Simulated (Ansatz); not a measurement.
`CCOC` + `F[C](F)F`• → `[CH2]COC`• + `FC(F)F`  (hydrogen abstraction from a C–H bond)

Computed with Ansatz on PBE0-D4/def2-TZVP structures; ΔE is electronic, products minus reactants. CCSD(T)/CBS is the MP2 limit (def2-TZVPP, def2-QZVPP) plus CCSD(T) − MP2 in def2-TZVPP, frozen cores. This one scheme is used for every species. DFT in def2-TZVPP. No spin–orbit coupling; open shells (•) take unrestricted orbitals. One conformer a species, not always the lowest.

```
        level  ΔE (eV)
      ωB97X-V    -0.08
HF/def2-TZVPP    -0.20
```

(1) What does CCSD(T)/CBS give? (An estimate is asked.)

Largest T1 diagnostic among the species: 0.014.

## Answers

(1) Computed: -0.15 eV. The listed levels differ from it by 0.07, -0.05 eV.

From BLYP to BHLYP (50 % exact exchange), in def2-TZVPP and without D4, ΔE moves by −0.10 eV. At CCSD(T), def2-SVP lies +0.09 eV from the extrapolated value and def2-TZVPP +0.01 eV.

CCSD(T)/CBS has its own doubt, a few kJ/mol and more with outer-core shells, so smaller differences from it don't rank the levels.
